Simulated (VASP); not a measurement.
# As (R-3m) in VASP: further runs, part 2 of 2

VASP 6.6.1.

### 4 Relaxation of cell and atoms, PBE

Input file INCAR:

```
SYSTEM = As
PREC     = Accurate       ! precision mode
ENCUT    = 600            ! plane-wave cutoff, eV
EDIFF    = 1E-7           ! SCF threshold, eV
ISMEAR   = 0              ! smearing method
SIGMA    = 0.1            ! smearing width, eV
LREAL    = .False.        ! projectors in reciprocal space
LASPH    = .True.         ! aspherical terms in the spheres
NELM     = 100            ! most SCF steps
ALGO     = Normal         ! electronic algorithm
ISIF     = 3              ! what is computed and relaxed
LWAVE    = .False.        ! write WAVECAR
LCHARG   = .False.        ! write CHGCAR
GGA      = PE             ! functional
IBRION   = 2              ! ionic algorithm
NSW      = 90             ! ionic steps
EDIFFG   = -0.005         ! ionic threshold
```

Input file KPOINTS:

```
regular mesh
0
Gamma
  15 15 15
  0 0 0
```

Input file POSCAR:

```
As
1.0
    1.8797500000      1.0852741700      3.4857666700
   -1.8797500000      1.0852741700      3.4857666700
    0.0000000000     -2.1705483400      3.4857666700
As
2
Direct
    0.2275400000      0.2275400000      0.2275400000
    0.7724600000      0.7724600000      0.7724600000
```

Potentials or basis: VASP PAW PBE potentials, release 64 (As).

Launch:

```console
$ cat potpaw_PBE.64/As/POTCAR > POTCAR
$ mpirun -np 1 vasp_std > vasp.out
```

OUTCAR:

```text
SYSTEM = As
   PREC = Accurate
   ENCUT = 600
   EDIFF = 1E-7
   ISMEAR = 0
   LREAL = .False.
   LASPH = .True.
   NELM = 100
   ISIF = 3
   GGA = PE
   IBRION = 2
   NSW = 90
   EDIFFG = -0.005

 ion  position               nearest neighbor table
   1  0.228  0.228  0.228-   2 2.52   2 2.52   2 2.52
   2  0.772  0.772  0.772-   1 2.52   1 2.52   1 2.52

  LATTYP: Found a trigonal (rhomboedric) cell.
 ALAT       =     4.1063182249
 COS(alpha) =     0.5808929386

  Lattice vectors:

 A1 = (   1.8797500000,   1.0852741700,   3.4857666700)
 A2 = (  -1.8797500000,   1.0852741700,   3.4857666700)
 A3 = (   0.0000000000,  -2.1705483400,   3.4857666700)

Analysis of symmetry for initial positions (statically):
=====================================================================
 Subroutine PRICEL returns:
 Original cell was already a primitive cell.

 Routine SETGRP: Setting up the symmetry group for a
 trigonal (rhombohedral) supercell.

 Subroutine GETGRP returns: Found 12 space group operations
 (whereof 12 operations were pure point group operations)
 out of a pool of 12 trial point group operations.

The static configuration has the point symmetry D_3d.

Analysis of symmetry for dynamics (positions and initial velocities):
=====================================================================
 Subroutine PRICEL returns:
 Original cell was already a primitive cell.

 Routine SETGRP: Setting up the symmetry group for a
 trigonal (rhombohedral) supercell.

 Subroutine GETGRP returns: Found 12 space group operations
 (whereof 12 operations were pure point group operations)
 out of a pool of 12 trial point group operations.

The dynamic configuration has the point symmetry D_3d.

 Subroutine INISYM returns: Found 12 space group operations
 (whereof 12 operations are pure point group operations),
 and found     1 'primitive' translations

----------------------------------------------------------------------------------------

                                     Primitive cell

  volume of cell :      42.6667
[... 112 lines left out ...]
  Thomas-Fermi vector in A             =   2.142281
   LORBIT       =      0    0 simple, 1 ext, 2 COOP (PROOUT), +10 PAW based schemes
   GGA     = PE    functional components
   LHFCALC =     F    Hartree Fock is set to
   AEXX    =    0.0000 exact exchange contribution
   IVDW    =     0    specifies the selected vdW correction
   LEPSILON=     F    determine dielectric tensor
   LRPA    =     F    only Hartree local field effects (RPA)
 conjugate gradient relaxation of ions
 non-spin polarized calculation
 Gauss-broadening in eV      SIGMA  =   0.10
  energy-cutoff  :      600.00
  volume of cell :       42.67
 maximum number of plane-waves:      1443
 NGX is ok and might be reduce to    36
   NGX = 17   NGY = 17   NGZ = 17

--------------------------------------- Ionic step        1  -------------------------------------------

 number of electron      10.0000000 magnetization

 Free energy of the ion-electron system (eV)
  ---------------------------------------------------
  ext. energy  EPLUGINS =         0.00000000
  ---------------------------------------------------
  free energy    TOTEN  =        -9.31574997 eV

  energy without entropy =       -9.31504966  energy(sigma->0) =       -9.31539982

 E-fermi :   5.6229     XC(G=0): -10.0138

 val. band max:        5.6223930529   @ k =   0.4000   0.0667   0.0667
 cond. band min:       5.7385565232   @ k =   0.4000   0.2667   0.2667
 fundamental gap:      0.1161634702
 Fermi energy:         5.6228578500

 k-point     1 :       0.0000    0.0000    0.0000
  band No.  band energies     occupation
      1      -9.5293      2.00000
      2      -0.1942      2.00000
      3       3.0248      2.00000
      4       3.5444      2.00000
      5       3.5444      2.00000
      6       7.3188      0.00000
      7       8.5215      0.00000
      8       8.5215      0.00000
      9      12.3443      0.00000
[... 377 lines left out ...]
  FREE ENERGIE OF THE ION-ELECTRON SYSTEM (eV)
  ---------------------------------------------------
  free  energy   TOTEN  =        -9.3400032703 eV

  energy  without entropy=       -9.3393822296  energy(sigma->0) =       -9.33969275

[... ionic steps 4 to 8 ...]

--------------------------------------- Ionic step        9  -------------------------------------------

 number of electron      10.0000000 magnetization

------------------------ aborting loop because EDIFF is reached ----------------------------------------
[... 67 lines left out ...]
--------------------------------------- Ionic step       11  -------------------------------------------

 number of electron      10.0000000 magnetization

 Free energy of the ion-electron system (eV)
  ---------------------------------------------------
  ext. energy  EPLUGINS =         0.00000000
  ---------------------------------------------------
  free energy    TOTEN  =        -9.34242472 eV

  energy without entropy =       -9.34148425  energy(sigma->0) =       -9.34195449

 E-fermi :   4.9665     XC(G=0):  -9.7301

 val. band max:        4.9319625933   @ k =   0.4000   0.0667   0.0667
 cond. band min:       4.9765626752   @ k =  -0.4667   0.4667   0.4000
 fundamental gap:      0.0446000819
 Fermi energy:         4.9665337050

 k-point     1 :       0.0000    0.0000    0.0000
  band No.  band energies     occupation
      1      -9.7096      2.00000
      2      -1.2110      2.00000
      3       2.4699      2.00000
      4       3.0224      2.00000
      5       3.0224      2.00000
      6       6.5161      0.00000
      7       7.7005      0.00000
      8       7.7005      0.00000
      9      11.8351      0.00000
[... 305 lines left out ...]
  FREE ENERGIE OF THE ION-ELECTRON SYSTEM (eV)
  ---------------------------------------------------
  free  energy   TOTEN  =        -9.3424247201 eV

  energy  without entropy=       -9.3414842542  energy(sigma->0) =       -9.34195449

 reached required accuracy - stopping structural energy minimisation
```

OSZICAR:

```text
N       E                     dE             d eps       ncg     rms          rms(c)
DAV:   1     0.338755374067E+02    0.33876E+02   -0.47531E+03  6192   0.104E+03
DAV:   2    -0.797739969955E+01   -0.41853E+02   -0.40757E+02  9452   0.129E+02
DAV:   3    -0.932434731834E+01   -0.13469E+01   -0.13416E+01  7227   0.280E+01
[... 98 lines left out ...]
DAV:   2    -0.934258787879E+01    0.41342E-03   -0.49032E-04  6406   0.151E-01    0.604E-02
DAV:   3    -0.934242569443E+01    0.16218E-03   -0.49925E-04  6448   0.125E-01    0.140E-02
DAV:   4    -0.934242517272E+01    0.52171E-06   -0.80729E-06  6465   0.224E-02    0.885E-03
DAV:   5    -0.934242481169E+01    0.36103E-06   -0.11854E-06  6984   0.810E-03    0.244E-03
DAV:   6    -0.934242472011E+01    0.91580E-07   -0.63683E-08  3187   0.207E-03
  11 F= -.93424247E+01 E0= -.93419545E+01  d E =-.326905E-04
```

CONTCAR:

```text
As
   1.00000000000000
     1.9068979029402495    1.1009480191345757    3.6069499979468809
    -1.9068979029402495    1.1009480191345757    3.6069499979468809
    -0.0000000000000001   -2.2018960382691515    3.6069499979468809
  As
     2
Direct
     0.2264170009028665    0.2264170009028665    0.2264170009028665
     0.7735829990971335    0.7735829990971335    0.7735829990971335

  0.00000000E+00  0.00000000E+00  0.00000000E+00
  0.00000000E+00  0.00000000E+00  0.00000000E+00
```

It took 6.6 min on 1 thread of Intel Xeon 6975P-C (Granite Rapids), shared host; peak memory 0.33 GiB.

Results:

| Item | Value |
| --- | --- |
| Free energy | -9.3424 eV |
| Relaxed volume | 22.72 Å³/atom |
| Relaxed cell | a = 4.226 Å, b = 4.226 Å, c = 4.226 Å, α = 53.65°, β = 53.65°, γ = 53.65° |
| Space group after relaxing (to 0.05 Å) | R-3m (No. 166) |
| Energy gained by relaxing | 13.3 meV/atom |
| Ionic steps | 11 |
| Pressure after relaxing | 0.0 GPa |
| Band gap on the k mesh | none (metal or under the smearing width) |

Step by step:
```csv
step,energy change (eV),largest force (eV/Å),pressure (GPa),volume (Å³)
1,0.0000,0.2803,3.91,42.67
2,-0.0115,0.3737,-2.23,45.97
3,-0.0243,0.1155,0.14,44.53
4,-0.0252,0.0588,0.08,44.69
5,-0.0255,0.0021,0.03,44.86
6,-0.0259,0.0002,0.04,44.94
7,-0.0265,0.0089,0.08,45.17
8,-0.0263,0.0289,0.20,45.61
9,-0.0266,0.0182,0.13,45.35
10,-0.0263,0.0510,-0.37,45.69
11,-0.0267,0.0015,0.01,45.43
```

Final structure:
```
CELL_PARAMETERS angstrom
1.90690 1.10095 3.60695
-1.90690 1.10095 3.60695
0.00000 -2.20190 3.60695
ATOMIC_POSITIONS crystal
As 0.22642 0.22642 0.22642
As 0.77358 0.77358 0.77358
```

Levels at points of the mesh, in eV from the Fermi level:
```csv
k point,band 3,band 4,band 5,band 6,band 7,band 8
"(0.00, 0.00, 0.00)",-2.50,-1.94,-1.94,1.55,2.73,2.73
```

PBE usually gives volumes a little too large and moduli too small. Zero-point motion and thermal expansion aren't in these numbers.

### 5 Relaxation of cell and atoms, PBE+D3(BJ)

INCAR: that of step 4 with these lines changed.

```diff
@@ -14,2 +14,3 @@
 GGA      = PE             ! functional
+IVDW     = 12             ! dispersion correction
 IBRION   = 2              ! ionic algorithm
```

KPOINTS is that of step 4.

POSCAR is that of step 4.

Potentials or basis: VASP PAW PBE potentials, release 64 (As).

Launch:

```console
$ cat potpaw_PBE.64/As/POTCAR > POTCAR
$ mpirun -np 1 vasp_std > vasp.out
```

OUTCAR:

```text
SYSTEM = As
   PREC = Accurate
   ENCUT = 600
   EDIFF = 1E-7
   ISMEAR = 0
   LREAL = .False.
   LASPH = .True.
   NELM = 100
   ISIF = 3
   GGA = PE
   IVDW = 12
   IBRION = 2
   NSW = 90
   EDIFFG = -0.005
 IVDW          = 12

 ion  position               nearest neighbor table
   1  0.228  0.228  0.228-   2 2.52   2 2.52   2 2.52
   2  0.772  0.772  0.772-   1 2.52   1 2.52   1 2.52

  LATTYP: Found a trigonal (rhomboedric) cell.
 ALAT       =     4.1063182249
 COS(alpha) =     0.5808929386

  Lattice vectors:

 A1 = (   1.8797500000,   1.0852741700,   3.4857666700)
 A2 = (  -1.8797500000,   1.0852741700,   3.4857666700)
 A3 = (   0.0000000000,  -2.1705483400,   3.4857666700)

Analysis of symmetry for initial positions (statically):
[... 592 lines left out ...]

--------------------------------------- Ionic step       10  -------------------------------------------

 number of electron      10.0000000 magnetization

------------------------ aborting loop because EDIFF is reached ----------------------------------------
[... 75 lines left out ...]
--------------------------------------- Ionic step       12  -------------------------------------------

 number of electron      10.0000000 magnetization

 Free energy of the ion-electron system (eV)
  ---------------------------------------------------
  ext. energy  EPLUGINS =         0.00000000
  ---------------------------------------------------
  free energy    TOTEN  =        -9.30952539 eV

  energy without entropy =       -9.30892755  energy(sigma->0) =       -9.30922647

 E-fermi :   5.7524     XC(G=0): -10.1273

 val. band max:        5.7096832987   @ k =   0.3333   0.1333   0.1333
 cond. band min:       5.7541257101   @ k =   0.4000   0.2667   0.2667
 fundamental gap:      0.0444424114
 Fermi energy:         5.7524412997

 k-point     1 :       0.0000    0.0000    0.0000
  band No.  band energies     occupation
      1      -9.3740      2.00000
      2       0.1587      2.00000
      3       3.3609      2.00000
      4       3.6621      2.00000
      5       3.6621      2.00000
      6       7.8879      0.00000
      7       8.8760      0.00000
      8       8.8760      0.00000
      9      12.2066      0.00000
[... 309 lines left out ...]
  FREE ENERGIE OF THE ION-ELECTRON SYSTEM (eV)
  ---------------------------------------------------
  free  energy   TOTEN  =       -10.1751479801 eV

  energy  without entropy=      -10.1745501432  energy(sigma->0) =      -10.17484906

 reached required accuracy - stopping structural energy minimisation
```

OSZICAR:

```text
N       E                     dE             d eps       ncg     rms          rms(c)
DAV:   1     0.338755374067E+02    0.33876E+02   -0.47531E+03  6192   0.104E+03
DAV:   2    -0.797739969955E+01   -0.41853E+02   -0.40757E+02  9452   0.129E+02
[... 88 lines left out ...]
  11 F= -.10175142E+02 E0= -.10174843E+02  d E =-.459922E-04
       N       E                     dE             d eps       ncg     rms          rms(c)
DAV:   1    -0.930953742329E+01   -0.77792E-03   -0.63673E-04  6328   0.152E-01    0.147E-02
DAV:   2    -0.930953002849E+01    0.73948E-05   -0.17626E-05  6414   0.311E-02    0.958E-03
DAV:   3    -0.930952534781E+01    0.46807E-05   -0.97356E-06  6665   0.180E-02    0.210E-03
DAV:   4    -0.930952538852E+01   -0.40709E-07   -0.54626E-08  4667   0.225E-03
  12 F= -.10175148E+02 E0= -.10174849E+02  d E =-.607407E-05
```

CONTCAR:

```text
As
   1.00000000000000
     1.8943514900626206    1.0937043442527601    3.3636173256145736
    -1.8943514900626206    1.0937043442527601    3.3636173256145736
     0.0000000000000000   -2.1874086885055202    3.3636173256145736
  As
     2
Direct
     0.2306706012034618    0.2306706012034618    0.2306706012034618
     0.7693293987965383    0.7693293987965383    0.7693293987965383

  0.00000000E+00  0.00000000E+00  0.00000000E+00
  0.00000000E+00  0.00000000E+00  0.00000000E+00
```

Wall time 5.6 min (1 thread of Intel Xeon 6975P-C (Granite Rapids), shared host); peak memory 0.34 GiB.

What came out:

```yaml
Free_energy: -10.1751 eV
Relaxed_volume: 20.91 Å³/atom
Relaxed_cell: a = 4.012 Å, b = 4.012 Å, c = 4.012 Å, α = 56.35°, β = 56.35°, γ = 56.35°
Space_group_after_relaxing_to_0.05_Å: R-3m (No. 166)
Energy_gained_by_relaxing: 5.9 meV/atom
Ionic_steps: 12
Pressure_after_relaxing: 0.0 GPa
Band_gap_on_the_k_mesh: none (metal or under the smearing width)
Dispersion_energy_per_atom: -0.433 eV
```

Step by step:
```csv
step,energy change (eV),largest force (eV/Å),pressure (GPa),volume (Å³)
1,0.0000,0.2785,0.66,42.67
2,-0.0041,0.0104,-1.10,43.21
3,-0.0044,0.0474,-0.75,43.10
4,-0.0079,0.0231,-0.49,42.68
5,-0.0113,0.0202,0.12,41.88
6,-0.0114,0.0281,0.24,41.73
7,-0.0118,0.0290,-0.13,41.83
8,-0.0118,0.0289,-0.07,41.82
9,-0.0119,0.0117,0.12,41.75
10,-0.0119,0.0038,0.05,41.78
11,-0.0119,0.0049,0.04,41.78
12,-0.0119,0.0019,-0.01,41.81
```

Final structure:
```
As
1.0
     1.89435    1.09370    3.36362
    -1.89435    1.09370    3.36362
     0.00000   -2.18741    3.36362
As
2
Cartesian
  0.0000 0.0000 2.3277
  0.0000 0.0000 7.7632
```

Caveat: pairwise dispersion overbinds metals, which lowers pressure and volume.

### 6 Relaxation of cell and atoms, PBEsol

INCAR: that of step 5 with these lines changed.

```diff
@@ -2,3 +2,3 @@
 PREC     = Accurate       ! precision mode
-ENCUT    = 600            ! plane-wave cutoff, eV
+ENCUT    = 300            ! plane-wave cutoff, eV
 EDIFF    = 1E-7           ! SCF threshold, eV
@@ -13,4 +13,3 @@
 LCHARG   = .False.        ! write CHGCAR
-GGA      = PE             ! functional
-IVDW     = 12             ! dispersion correction
+GGA      = PS             ! functional
 IBRION   = 2              ! ionic algorithm
```

KPOINTS is that of step 5.

POSCAR is that of step 5.

Potentials or basis: VASP PAW PBE potentials, release 64 (As).

Launch:

```console
$ cat potpaw_PBE.64/As/POTCAR > POTCAR
$ mpirun -np 1 vasp_std > vasp.out
```

It took 88 s on 1 thread of Intel Xeon 6975P-C (Granite Rapids), shared host; peak memory 0.19 GiB.

It converged, with:

- Free energy: -10.2143 eV
- Relaxed volume: 20.89 Å³/atom
- Relaxed cell: a = 4.010 Å, b = 4.010 Å, c = 4.010 Å, α = 56.38°, β = 56.38°, γ = 56.38°
- Space group after relaxing (to 0.05 Å): R-3m (No. 166)
- Energy gained by relaxing: 5.5 meV/atom
- Ionic steps: 12
- Pressure after relaxing: 0.0 GPa
- Band gap on the k mesh: none (metal or under the smearing width)

Step by step:
```csv
step,energy change (eV),largest force (eV/Å),pressure (GPa),volume (Å³)
1,0.0000,0.2395,0.54,42.67
2,-0.0036,0.0032,-0.98,43.12
3,-0.0037,0.0358,-0.77,43.05
4,-0.0073,0.0156,-0.52,42.64
5,-0.0107,0.0190,0.07,41.84
6,-0.0108,0.0246,0.18,41.71
7,-0.0110,0.0198,-0.10,41.81
8,-0.0110,0.0208,-0.05,41.79
9,-0.0110,0.0085,0.09,41.74
10,-0.0110,0.0034,0.03,41.76
11,-0.0110,0.0040,0.03,41.76
12,-0.0111,0.0016,0.00,41.79
```

Final structure:
```cif
data_structure
_symmetry_space_group_name_H-M 'P 1'
_symmetry_Int_Tables_number 1
_cell_length_a 4.0104
_cell_length_b 4.0104
_cell_length_c 4.0104
_cell_angle_alpha 56.376
_cell_angle_beta 56.376
_cell_angle_gamma 56.376
_cell_volume 41.79
loop_
_atom_site_label
_atom_site_type_symbol
_atom_site_fract_x
_atom_site_fract_y
_atom_site_fract_z
_atom_site_occupancy
As1 As 0.23057 0.23057 0.23057 1
As2 As 0.76943 0.76943 0.76943 1
```

Levels at points of the mesh, in eV from the Fermi level:
```csv
k point,band 1,band 2,band 3,band 4,band 5,band 6,band 7,band 8,band 9
"(0.00, 0.00, 0.00)",-15.12,-5.56,-2.36,-2.06,-2.06,2.13,3.14,3.14,6.43
```

Caveat: the PAW data sets were made with another functional, which shifts forces and pressure a little.

### 7 Summary

| level | potentials or basis | cutoff (eV) | gap on the mesh (eV) | pressure (GPa) | relaxed volume (Å³/atom) |
| --- | --- | --- | --- | --- | --- |
| PBEsol | VASP PAW PBE potentials, release 64 (As) | 600 | none | 0.0 | 20.90 |
| LDA | VASP PAW LDA potentials, release 64 (As) | 600 | none | 0.0 | 20.44 |
| PBE | VASP PAW PBE potentials, release 64 (As) | 600 | none | 0.0 | 22.72 |
| PBE+D3(BJ) | VASP PAW PBE potentials, release 64 (As) | 600 | none | 0.0 | 20.91 |
| PBEsol | VASP PAW PBE potentials, release 64 (As) | 300 | none | 0.0 | 20.89 |

Alike in all rows: task relaxation of cell and atoms; no spin polarisation; cell relaxed; k mesh 15 × 15 × 15; smearing gaussian 0.1 eV.

Caveats: the PAW data sets were made with another functional, which shifts forces and pressure a little (some runs); pairwise dispersion overbinds metals, which lowers pressure and volume (some runs).

Total energies depend on the potentials used, so only differences within one code and one set of settings carry meaning.
